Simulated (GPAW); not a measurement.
# PtSe2 (Sudovikovite) (P-3m1) in GPAW: a series of runs

The runs below take PtSe2 (Sudovikovite) through relaxation of cell and atoms, single point, with BLYP, PBE.

Program: GPAW 26.7.0. These are calculated values, not measurements. Logs are shortened: lines on timing, memory, paths and dates and some standing lists are left out, and cuts for length are marked. The log counts tension as positive stress, the text compression.

## (1) Starting point

It takes space group P-3m1 (No. 164, trigonal). The conventional cell has a = 3.724 Å, b = 3.724 Å, c = 5.062 Å, α = 90.00°, β = 90.00°, γ = 120.00°. Around Pt (site symmetry -3m) lie 6 Se at 2.49 Å. Se (site symmetry 3m) has 3 Pt at 2.49 Å as nearest neighbours.

## (2) Relaxation of cell and atoms, BLYP

run.py reads:

```python
from ase.filters import FrechetCellFilter
from ase.io import write
from ase.optimize import LBFGS
from ase.spacegroup import crystal
from gpaw import GPAW, PW, setup_paths

setup_paths.insert(0, '.')

# Pt 1a
# Se 2d
atoms = crystal(['Pt', 'Se'],
                basis=[[0.0, 0.0, 0.0],
                       [0.6666666667, 0.3333333333, 0.75]],
                spacegroup=164, setting=1,  # P-3m1
                cellpar=[3.724, 3.724, 5.062, 90.0, 90.0, 120.0],
                primitive_cell=True)

calc = GPAW(mode=PW(600),
            xc='BLYP',
            kpts={'size': (6, 6, 4), 'gamma': True},
            occupations={'name': 'fermi-dirac', 'width': 0.05},
            nbands=26,
            convergence={'density': 1e-06, 'energy': 1e-06, 'eigenstates': 1e-10},
            eigensolver='davidson',
            maxiter=150,
            txt='gpaw.txt')
atoms.calc = calc
opt = LBFGS(FrechetCellFilter(atoms), trajectory='relax.traj', logfile='-')
done = opt.run(fmax=0.02, steps=60)
calc.write('gs.gpw')
write('result.traj', atoms)
print('Converged:', done)
print('Cell:', atoms.cell.cellpar().round(4))
print('Volume:', round(atoms.get_volume(), 4))
print(atoms.get_scaled_positions().round(5))
```

Potentials or basis: PAW data sets generated in the run's folder for this functional, pw.

Launch:

```bash
$ gpaw-setup -f BLYP Pt Se
$ OMP_NUM_THREADS=1 python run.py
```

gpaw.txt:

```text
__  _  _
 | _ |_)|_||  |
 |__||  | ||/\| - 26.7.0

Input parameters:
  mode=PW(ecut=600.0),
  convergence={'density': 1e-06, 'energy': 1e-06, 'eigenstates': 1e-10},
  eigensolver=Davidson(niter=2),
  kpts=MonkhorstPack(size=(6, 6, 4), gamma=True),
  maxiter=150,
  nbands=26,
  occupations=Occupations(name='fermi-dirac', width=0.05),
  xc=XC(name='BLYP')

Diagonalizing LCAO Hamiltonian
Converting LCAO to pw mode

            Se

        Se

       Pt

Atoms  # Å, Bohr magnetons
|   | symbol |         x |        y |        z |    initial magnetic moments |
|---|--------|-----------|----------|----------|-----------------------------|
| 0 |     Pt |  0.000000 | 0.000000 | 0.000000 | ( 0.0000,  0.0000,  0.0000) |
| 1 |     Se |  1.862000 | 1.075026 | 3.796500 | ( 0.0000,  0.0000,  0.0000) |
| 2 |     Se | -0.000000 | 2.150052 | 1.265500 | ( 0.0000,  0.0000,  0.0000) |

Unit cell  # Å
| periodic |         x |        y |        z |  lengths |     angles |
|----------|-----------|----------|----------|----------|------------|
|      yes |  3.724000 | 0.000000 | 0.000000 | 3.724000 |  90.000000 |
|      yes | -1.862000 | 3.225079 | 0.000000 | 3.724000 |  90.000000 |
|      yes |  0.000000 | 0.000000 | 5.062000 | 5.062000 | 120.000000 |

Number of symmetries: 12
Symmetry operations  # r_c * U_cc + t_c -> r_c
|    | kind |            matrix            |
|----|------|------------------------------|
|  0 |  σ   |  1, 1, 0,  0,-1, 0,  0, 0, 1 |
|  1 |  S6  |  1, 1, 0, -1, 0, 0,  0, 0,-1 |
|  2 |  E   |  1, 0, 0,  0, 1, 0,  0, 0, 1 |
|  3 |  C2  |  1, 0, 0, -1,-1, 0,  0, 0,-1 |
|  4 |  C2  |  0, 1, 0,  1, 0, 0,  0, 0,-1 |
|  5 |  C3  |  0, 1, 0, -1,-1, 0,  0, 0, 1 |
|  6 |  S6  |  0,-1, 0,  1, 1, 0,  0, 0,-1 |
|  7 |  σ   |  0,-1, 0, -1, 0, 0,  0, 0, 1 |
|  8 |  σ   | -1, 0, 0,  1, 1, 0,  0, 0, 1 |
|  9 |  i   | -1, 0, 0,  0,-1, 0,  0, 0,-1 |
| 10 |  C3  | -1,-1, 0,  1, 0, 0,  0, 0, 1 |
| 11 |  C2  | -1,-1, 0,  0, 1, 0,  0, 0,-1 |
[... 123 lines left out ...]
xc functional:
  name: BLYP with 2 nearest neighbor stencil

convergence criteria:
- Maximum integral of absolute [dens]ity change: 1e-06 electrons / valence electron
- Maximum [total energy] change in last 3 cyles: 1e-06 eV / valence electron
- Maximum integral of absolute [eigenst]ate change: 1e-10 eV^2 / valence electron
maximum number of iterations: 150

SCF iterations
|iter     | |      energy | eigst |  dens |
|---------|-|-------------|-------|-------|
|iter:   1| |  -12.916767 | +0.14 |       |
|iter:   2| |  -12.658180 | -1.85 | -1.15 |
|iter:   3| |  -12.158733 | -1.86 | -1.20 |
|iter:   4| |  -12.139996 | -3.30 | -1.72 |
|iter:   5| |  -12.128770 | -3.30 | -1.89 |
|iter:   6| |  -12.128645 | -4.57 | -2.69 |
|iter:   7| |  -12.128678 | -5.13 | -3.12 |
|iter:   8| |  -12.128681 | -6.32 | -4.03 |
|iter:   9| |  -12.128682c| -7.19 | -4.50 |
|iter:  10| |  -12.128682c| -8.00 | -4.90 |
|iter:  11| |  -12.128682c| -8.88 | -5.98 |
|iter:  12| |  -12.128682c| -9.58 | -6.30c|
|iter:  13| |  -12.128682c|-10.67c| -6.74c|

Converged in 13 steps
Energy contributions relative to reference atoms: (reference = -632632.743549)

Energy contributions:
  Kinetic:          29.971745
  Coulomb:         -28.798502
  Zero:             -0.510106
  External:          0.000000
  Xc:              -12.788294
  Entropy:          -0.007052
  Spinorbit:         0.000000
  ----------------------------
  Free energy:     -12.132208
  Extrapolated:    -12.128682
[... 28 lines left out ...]
No gap
No difference between direct/indirect transitions

Stress tensor  # eV/Ang^3
|         x |         y |         z |
|-----------|-----------|-----------|
| -0.094413 |  0.000000 |  0.000000 |
|  0.000000 | -0.094413 |  0.000000 |
|  0.000000 |  0.000000 | -0.078225 |

Forces  # eV/Ang
|        x |       y |        z |
|----------|---------|----------|
|  0.00000 | 0.00000 |  0.00000 |  # Pt   0
|  0.00000 | 0.00000 | -0.99101 |  # Se   1
| -0.00000 | 0.00000 |  0.99101 |  # Se   2

Interpolating wave functions to new cell

            Se

        Se

       Pt

Atoms  # Å, Bohr magnetons
|   | symbol |         x |        y |         z |    initial magnetic moments |
|---|--------|-----------|----------|-----------|-----------------------------|
| 0 |     Pt |  0.000000 | 0.000000 | -0.000000 | ( 0.0000,  0.0000,  0.0000) |
| 1 |     Se |  1.879042 | 1.084865 |  3.811003 | ( 0.0000,  0.0000,  0.0000) |
| 2 |     Se | -0.000000 | 2.169731 |  1.289354 | ( 0.0000,  0.0000,  0.0000) |
[... 2159 lines left out ...]
|          5 |         0.650 |     2.000 |
|          6 |         0.932 |     2.000 |
|          7 |         0.932 |     2.000 |
|          8 |         3.178 |     2.000 |
|          9 |         3.180 |     2.000 |
|         10 |         4.486 |     2.000 |
[... 8 lines left out ...]
|         19 |        13.999 |     0.000 |
|         20 |        17.259 |     0.000 |
|        ... |               |           |
|         25 |        18.995 |     0.000 |

No gap
No difference between direct/indirect transitions

Stress tensor  # eV/Ang^3
|        x |         y |         z |
|----------|-----------|-----------|
| 0.000002 | -0.000000 |  0.000000 |
| 0.000000 |  0.000002 |  0.000000 |
| 0.000000 |  0.000000 | -0.018077 |

Forces  # eV/Ang
|        x |        y |        z |
|----------|----------|----------|
|  0.00000 | -0.00000 |  0.00000 |  # Pt   0
| -0.00000 |  0.00000 | -0.21103 |  # Se   1
|  0.00000 | -0.00000 |  0.21103 |  # Se   2

Interpolating wave functions to new cell

             Se

         Se

       Pt
[... 2023 lines left out ...]
         Se

       Pt

Atoms  # Å, Bohr magnetons
|   | symbol |         x |        y |        z |    initial magnetic moments |
|---|--------|-----------|----------|----------|-----------------------------|
| 0 |     Pt |  0.000000 | 0.000000 | 0.000000 | ( 0.0000,  0.0000,  0.0000) |
| 1 |     Se |  1.909330 | 1.102352 | 7.645769 | ( 0.0000,  0.0000,  0.0000) |
| 2 |     Se | -0.000000 | 2.204705 | 1.322635 | ( 0.0000,  0.0000,  0.0000) |

Unit cell  # Å
| periodic |         x |        y |        z |  lengths |     angles |
|----------|-----------|----------|----------|----------|------------|
|      yes |  3.818661 | 0.000000 | 0.000000 | 3.818661 |  90.000000 |
|      yes | -1.909330 | 3.307057 | 0.000000 | 3.818661 |  90.000000 |
|      yes |  0.000000 | 0.000000 | 8.968405 | 8.968405 | 120.000000 |

Number of symmetries: 12
Symmetry operations  # r_c * U_cc + t_c -> r_c
|    | kind |            matrix            |
|----|------|------------------------------|
|  0 |  σ   |  1, 1, 0,  0,-1, 0,  0, 0, 1 |
|  1 |  S6  |  1, 1, 0, -1, 0, 0,  0, 0,-1 |
|  2 |  E   |  1, 0, 0,  0, 1, 0,  0, 0, 1 |
|  3 |  C2  |  1, 0, 0, -1,-1, 0,  0, 0,-1 |
|  4 |  C2  |  0, 1, 0,  1, 0, 0,  0, 0,-1 |
|  5 |  C3  |  0, 1, 0, -1,-1, 0,  0, 0, 1 |
|  6 |  S6  |  0,-1, 0,  1, 1, 0,  0, 0,-1 |
|  7 |  σ   |  0,-1, 0, -1, 0, 0,  0, 0, 1 |
|  8 |  σ   | -1, 0, 0,  1, 1, 0,  0, 0, 1 |
|  9 |  i   | -1, 0, 0,  0,-1, 0,  0, 0,-1 |
| 10 |  C3  | -1,-1, 0,  1, 0, 0,  0, 0, 1 |
| 11 |  C2  | -1,-1, 0,  0, 1, 0,  0, 0,-1 |
[... 708 lines left out ...]
Gap: 1.560 eV
Transition (v -> c):
  (s=0, k=0, n=13, [0.00, 0.00, 0.00]) -> (s=0, k=3, n=14, [0.17, 0.00, -0.25])
Direct/indirect transitions are different
Direct gap: 1.632 eV
Transition at: (s=0, k=3, n=13, [0.17, 0.00, -0.25])

Stress tensor  # eV/Ang^3
|         x |         y |         z |
|-----------|-----------|-----------|
| -0.000523 |  0.000000 |  0.000000 |
|  0.000000 | -0.000523 |  0.000000 |
|  0.000000 |  0.000000 | -0.000434 |

Forces  # eV/Ang
|        x |       y |        z |
|----------|---------|----------|
| -0.00000 | 0.00000 |  0.00000 |  # Pt   0
| -0.00000 | 0.00000 | -0.02063 |  # Se   1
|  0.00000 | 0.00000 |  0.02063 |  # Se   2

Interpolating wave functions to new cell

             Se

         Se

       Pt

Atoms  # Å, Bohr magnetons
|   | symbol |         x |        y |        z |    initial magnetic moments |
|---|--------|-----------|----------|----------|-----------------------------|
| 0 |     Pt |  0.000000 | 0.000000 | 0.000000 | ( 0.0000,  0.0000,  0.0000) |
| 1 |     Se |  1.908714 | 1.101996 | 8.135060 | ( 0.0000,  0.0000,  0.0000) |
| 2 |     Se | -0.000000 | 2.203993 | 1.328473 | ( 0.0000,  0.0000,  0.0000) |
[... 203 lines left out ...]
|         10 |        -0.024 |     2.000 |
|         11 |         0.625 |     2.000 |
[... 8 lines left out ...]
|         20 |         9.540 |     0.000 |
|         21 |         9.540 |     0.000 |
|        ... |               |           |
|         25 |        13.998 |     0.000 |

Gap: 1.555 eV
Transition (v -> c):
  (s=0, k=0, n=13, [0.00, 0.00, 0.00]) -> (s=0, k=3, n=14, [0.17, 0.00, -0.25])
Direct/indirect transitions are different
Direct gap: 1.626 eV
Transition at: (s=0, k=3, n=13, [0.17, 0.00, -0.25])

Stress tensor  # eV/Ang^3
|         x |         y |        z |
|-----------|-----------|----------|
| -0.000001 |  0.000000 | 0.000000 |
|  0.000000 | -0.000001 | 0.000000 |
|  0.000000 |  0.000000 | 0.000030 |

Forces  # eV/Ang
|        x |        y |        z |
|----------|----------|----------|
|  0.00000 | -0.00000 |  0.00000 |  # Pt   0
| -0.00000 |  0.00000 |  0.00144 |  # Se   1
|  0.00000 | -0.00000 | -0.00144 |  # Se   2

# Writing to gs.gpw (mode='')
```

It took 12 min on 1 thread of AMD EPYC 7R13 (Zen 3), shared host; peak memory 0.33 GiB.

Results:

- Free energy: -12.5905 eV
- Relaxed volume: 39.81 Å³/atom
- Relaxed cell: a = 3.817 Å, b = 3.817 Å, c = 9.464 Å, α = 90.00°, β = 90.00°, γ = 120.00°
- Space group after relaxing (to 0.05 Å): P-3m1 (No. 164)
- Energy gained by relaxing: 153.9 meV/atom
- Ionic steps: 22
- Pressure after relaxing: 0.0 GPa
- Band gap on the k mesh: 1.55 eV, indirect (least direct gap 1.63 eV)

Step by step:
```csv
step,energy change (eV),largest force (eV/Å),pressure (GPa),volume (Å³)
1,0.0000,0.9910,14.26,60.80
2,-0.1393,0.5075,9.56,62.38
3,-0.2638,0.2514,2.09,65.77
4,-0.2722,0.3455,0.89,66.59
5,-0.2817,0.3833,-0.12,67.57
6,-0.2965,0.3383,-0.98,69.00
7,-0.3123,0.1685,-1.10,70.41
8,-0.3203,0.0146,-0.49,70.92
9,-0.3248,0.1161,0.14,70.89
10,-0.3320,0.2110,0.97,70.83
11,-0.3457,0.2874,1.89,71.20
12,-0.3715,0.3419,2.81,73.07
13,-0.3978,0.2254,2.44,76.09
14,-0.4243,0.0310,1.15,81.08
15,-0.4409,0.0226,0.50,87.21
16,-0.4493,0.0624,0.32,93.78
17,-0.4545,0.0638,0.18,100.51
18,-0.4585,0.0213,0.01,107.41
19,-0.4604,0.0493,0.15,113.26
20,-0.4617,0.0331,-0.05,119.19
21,-0.4622,0.0206,0.08,121.22
22,-0.4618,0.0014,0.00,119.43
```

Final structure:
```xyz
3
Lattice="3.8174 0.0000 0.0000 -1.9087 3.3060 0.0000 0.0000 0.0000 9.4635" Properties=species:S:1:pos:R:3 pbc="T T T"
Pt    0.0000    0.0000    0.0000
Se    1.9087    1.1020    8.1351
Se    0.0000    2.2040    1.3285
```

Caveat: later steps reuse the first step's grids; the volume moved by over 15 % at a fixed basis, so the end points are rough; spin-orbit coupling is left out, which moves the levels of the heavy elements; the volume moved by +96 % from the deposited cell, more than functionals usually miss.

## (3) Single point, PBE

run.py reads:

```python
from ase import Atoms
from ase.dft.bandgap import bandgap
from ase.io import write
from ase.units import GPa
from gpaw import GPAW, PW

atoms = Atoms(['Pt', 'Se', 'Se'],
              cell=[[3.724, 0.0, 0.0],
                    [-1.862, 3.2250786037, 0.0],
                    [0.0, 0.0, 5.062]],
              scaled_positions=[[0.0, 0.0, 0.0],
                                [0.6666666667, 0.3333333333, 0.75],
                                [0.3333333333, 0.6666666667, 0.25]],
              pbc=True)

calc = GPAW(mode=PW(1200),
            xc='PBE',
            kpts={'size': (6, 6, 4), 'gamma': True},
            occupations={'name': 'fermi-dirac', 'width': 0.05},
            nbands=26,
            convergence={'density': 1e-05, 'energy': 1e-05},
            maxiter=75,
            txt='gpaw.txt')
atoms.calc = calc
energy = atoms.get_potential_energy()
forces = atoms.get_forces()
stress = atoms.get_stress()
calc.write('gs.gpw')
write('result.traj', atoms)
print(f'Energy: {energy:.6f} eV')
print('Forces (eV/A):')
print(forces.round(4))
print('Stress (GPa):', (stress / GPa).round(3))
print('Fermi level:', round(calc.get_fermi_level(), 4), 'eV')
print(f'Gap: {bandgap(calc)[0]:.4f} eV, direct: {bandgap(calc, direct=True)[0]:.4f} eV')
```

Potentials or basis: GPAW PAW data sets (gpaw-data 1.2.1), pw.

Launch:

```bash
$ OMP_NUM_THREADS=1 python run.py
```

gpaw.txt:

```text
__  _  _
 | _ |_)|_||  |
 |__||  | ||/\| - 26.7.0

Input parameters:
  mode=PW(ecut=1200.0),
  convergence={'density': 1e-05, 'energy': 1e-05},
  kpts=MonkhorstPack(size=(6, 6, 4), gamma=True),
  maxiter=75,
  nbands=26,
  occupations=Occupations(name='fermi-dirac', width=0.05),
  xc=XC(name='PBE')

Diagonalizing LCAO Hamiltonian
Converting LCAO to pw mode

            Se

        Se

       Pt

Atoms  # Å, Bohr magnetons
|   | symbol |         x |        y |        z |    initial magnetic moments |
|---|--------|-----------|----------|----------|-----------------------------|
| 0 |     Pt |  0.000000 | 0.000000 | 0.000000 | ( 0.0000,  0.0000,  0.0000) |
| 1 |     Se |  1.862000 | 1.075026 | 3.796500 | ( 0.0000,  0.0000,  0.0000) |
| 2 |     Se | -0.000000 | 2.150052 | 1.265500 | ( 0.0000,  0.0000,  0.0000) |

Unit cell  # Å
| periodic |         x |        y |        z |  lengths |     angles |
|----------|-----------|----------|----------|----------|------------|
[... 168 lines left out ...]
Energy contributions relative to reference atoms: (reference = -632582.427029)

Energy contributions:
  Kinetic:          11.950977
  Coulomb:         -12.754497
  Zero:             -0.514092
  External:          0.000000
  Xc:              -13.151579
  Entropy:          -0.007473
  Spinorbit:         0.000000
  ----------------------------
  Free energy:     -14.476663
  Extrapolated:    -14.472927

dipole moment: (-6.413583, -11.108652, -17.435853)  # |e|*Ang

Fermi level: 8.366
Eigenvalues  # (at kpt = [0.000, 0.000, 0.000])
| band index |      eig [eV] | occ [0-2] |
|------------|---------------|-----------|
|          0 |       -45.526 |     2.000 |
|        ... |               |           |
|          5 |         1.186 |     2.000 |
|          6 |         1.901 |     2.000 |
|          7 |         1.901 |     2.000 |
|          8 |         4.336 |     2.000 |
|          9 |         4.336 |     2.000 |
|         10 |         5.791 |     2.000 |
[... 8 lines left out ...]
|         19 |        15.694 |     0.000 |
|         20 |        20.227 |     0.000 |
|        ... |               |           |
|         25 |        21.025 |     0.000 |

No gap
No difference between direct/indirect transitions

Forces  # eV/Ang
|        x |       y |        z |
|----------|---------|----------|
| -0.00000 | 0.00000 |  0.00000 |  # Pt   0
| -0.00000 | 0.00000 | -0.61134 |  # Se   1
|  0.00000 | 0.00000 |  0.61134 |  # Se   2

Stress tensor  # eV/Ang^3
|         x |         y |         z |
|-----------|-----------|-----------|
| -0.050303 |  0.000000 |  0.000000 |
|  0.000000 | -0.050303 |  0.000000 |
|  0.000000 |  0.000000 | -0.038131 |

# Writing to gs.gpw (mode='')
```

stdout:

```text
Energy: -14.472927 eV
Forces (eV/A):
[[-0.      0.      0.    ]
 [-0.      0.     -0.6113]
 [ 0.      0.      0.6113]]
Stress (GPa): [-8.059 -8.059 -6.109  0.     0.     0.   ]
Fermi level: 8.3657 eV
Gap: 0.0000 eV, direct: 0.0000 eV
```

It took 44 s on 1 thread of AMD EPYC 7R13 (Zen 3), shared host; peak memory 0.28 GiB.

Results:

* Free energy: -14.4767 eV
* Pressure: 7.4 GPa
* Largest force: 0.611 eV/Å
* Band gap on the k mesh: none (metal or under the smearing width)

Forces in eV/Å, atoms in the order of the input:
```
Pt   0.000  0.000  0.000
Se   0.000  0.000 -0.611
Se   0.000  0.000  0.611
```
